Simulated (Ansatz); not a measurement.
All cells: G0W0@PBE, plasmon-pole screening, hard PAW set made for 700 eV (Ansatz); response cutoff 200 eV, empty bands to 200 eV, primitive cells on a 4×4×4 mesh, the pole fitted at a frequency of each cell's own, no spin-orbit coupling. Band edges are those of the mesh. The mesh is coarse, the sums aren't at the basis limit and many cells are compressed or hypothetical, so the values aren't those of the ambient crystals.

Q: Order these cells by the electronic dielectric constant on this mesh, smallest first.
A. CaSe (Fm-3m), 2 atoms, 23.3 Å³ an atom
B. KBr (Fm-3m), 2 atoms, 34.6 Å³ an atom
C. BaS (Fm-3m), 2 atoms, 31.6 Å³ an atom

A: B (2.4), C (4.8), A (6.4).

Model cells at fixed atoms, which needn't be the relaxed known crystals. Coarse meshes can put the dielectric constant off by a tenth and more.
